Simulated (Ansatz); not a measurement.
# NaCl (Fm-3m) under several functionals

Plane-wave DFT in Ansatz with scalar-relativistic PAW potentials. The same structure was relaxed (cell and atoms, symmetry kept) in separate runs at each level. No spin polarisation.

| level | cutoff (eV) | k mesh | V (Å³/atom) | a (Å) | gap (eV) | B0 (GPa) |
| --- | --- | --- | --- | --- | --- | --- |
| PBE+D3(BJ) | 420 | 8×8×8 | 21.692 | 5.578 | 5.24 | – |
| PBEsol | 420 | 8×8×8 | 21.974 | 5.602 | 5.01 | 26 |
| r2SCAN | 500 | 8×8×8 | 22.046 | 5.608 | 5.97 | 27 |
| PBE | 420 | 8×8×8 | 23.078 | 5.694 | 5.00 | 24 |

Task: Where does LDA (420 eV, k mesh 8×8×8) fall?

Result: V (Å³/atom) 20.387, a (Å) 5.464, gap (eV) 5.08. Its volume is the smallest of the set. The usual order of volumes, LDA < PBEsol < PBE, holds here (20.387, 21.974, 23.078 Å³/atom). As a rule LDA overbinds; PBEsol, built on the gradient expansion of slowly varying densities, lies between LDA and PBE; PBE's stronger gradient term for exchange weakens bonds. Adding D3 to PBE changes the volume by -6.0 %; the term is attractive, so it pulls cells in. In ionic crystals its C6 for cations, set by coordination number and not by charge, is often too large, so it can pull in too far. r2SCAN lies 4.5 % under PBE in volume. B0 goes from 25.8 to 23.6 GPa as the volume grows by 5.0 %; on one curve with B' = 4.7 the volume alone, B ∝ V^(−B'), would give 20.6 GPa, and the rest of the difference is the functional's own stiffness. Each gap belongs to its own cell, so it mixes the functional's effect with that of the volume; gaps are the least found on the k mesh or on a band path.